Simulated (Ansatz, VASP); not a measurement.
**Ca in VASP and in Ansatz**

File INCAR:

```
ALGO = Fast
EDIFF = 1E-7
ENCUT = 520
GGA = PS
ISIF = 2
ISMEAR = 0
LASPH = T
LCHARG = F
LREAL = F
LWAVE = F
NBANDS = 11
NELM = 100
PREC = Accurate
SIGMA = 0.15
```

File KPOINTS:

```
k-points
0
Gamma
  16 16 16
```

POSCAR

```
Ca
1.0
   -2.3296000000      2.3296000000      2.4192000000
    2.3296000000     -2.3296000000      2.4192000000
    2.3296000000      2.3296000000     -2.4192000000
Ca
1
Direct
    0.0000000000      0.0000000000      0.0000000000
```

Input for Ansatz:

```yaml
crystal:
  lattice:
    - [-2.3296, 2.3296, 2.4192]
    - [2.3296, -2.3296, 2.4192]
    - [2.3296, 2.3296, -2.4192]
  atoms:
    - { symbol: Ca, position: [0.0, 0.0, 0.0] }
basis:
  ecutwfc: 420
kpoints:
  mp_grid: { grid: [16, 16, 16] }
hamiltonian:
  xc: pbesol
scf:
  occupations: { method: gaussian, width: 0.15 }
output:
  forces: true
  stress: true
  eigenvalues: true
  write_density: true
  write_potential: true
  elf: true
  volumetric_format: npy
```

Change from the starting cell: strain +0.040 along x and y, +0.080 along z, atoms carried along.

Alike in both runs: task single point; functional PBEsol; k mesh 16 × 16 × 16; occupations gaussian, width 0.15 eV; no spin polarisation.

|  | VASP | Ansatz |
| --- | --- | --- |
| version | VASP 6.6.1 | Ansatz 0.2.0 |
| potentials or method | VASP PAW PBE potentials, release 64 (Ca_sv) | scalar-relativistic, plane waves, PAW |
| plane-wave cutoff (eV) | 520 | 420 |
| valence electrons in the cell | 10 | 10 |

|  | VASP | Ansatz | Ansatz less VASP |
| --- | --- | --- | --- |
| gap on the k mesh at the Fermi level (eV) | none | none | - |
| pressure (GPa) | -3.0 | -3.0 | 0.00 |

A gap of «none» marks a metal or a gap that the smearing closes.

Caveats: the PAW data sets were made with another functional, which shifts forces and pressure a little (VASP).
